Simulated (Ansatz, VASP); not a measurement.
**One calculation of Mo, two programs**

File INCAR:

```
SYSTEM = Mo
PREC = Accurate ; ENCUT = 520
EDIFF = 1E-7 ; ISMEAR = 0
SIGMA = 0.15 ; LREAL = .False.
LASPH = .True. ; NELM = 100
ALGO = Fast ; ISIF = 2
LWAVE = .False. ; LCHARG = .False.
GGA = PS ; NBANDS = 13
```

The input KPOINTS:

```
regular mesh
0
Gamma
  24 24 24
  0 0 0
```

POSCAR

```
Mo
1.0
    2.6737770390      0.0000000000      0.0000000000
   -1.3368885195      2.3155588398      0.0000000000
    0.0000000000      0.0000000000      2.5543728523
Mo
1
Direct
    0.0000000000      0.0000000000      0.5000000000
```

Input for Ansatz:

```yaml
crystal:
  lattice:
    - [2.673777039, 0.0, 0.0]
    - [-1.3368885195, 2.3155588398, 0.0]
    - [0.0, 0.0, 2.5543728523]
  atoms:
    - { symbol: Mo, position: [0.0, 0.0, 0.5] }
basis:
  ecutwfc: 420
kpoints:
  mp_grid: { grid: [24, 24, 24] }
hamiltonian:
  xc: pbesol
scf:
  occupations: { method: gaussian, width: 0.15 }
output:
  forces: true
  stress: true
  eigenvalues: true
```

Change from the starting cell: strain -0.025 along x and y, +0.025 along z, atoms carried along.

Alike in both runs: task single point; functional PBEsol; k mesh 24 × 24 × 24; occupations gaussian, width 0.15 eV; no spin polarisation.

```csv
,VASP,Ansatz
version,VASP 6.6.1,Ansatz 0.2.0
potentials or method,"VASP PAW PBE potentials, release 64 (Mo_sv)","scalar-relativistic, plane waves, PAW"
plane-wave cutoff (eV),520,420
valence electrons in the cell,14,14
```

```tsv
	VASP	Ansatz	Ansatz less VASP
gap on the k mesh at the Fermi level (eV)	none	none	-
pressure (GPa)	7.6	7.0	-0.64
largest component of the traceless stress (GPa)	12.44	12.49	+0.049
```

A gap of «none» marks a metal or a gap that the smearing closes.

Caveats: the PAW data sets were made with another functional, which shifts forces and pressure a little (VASP).
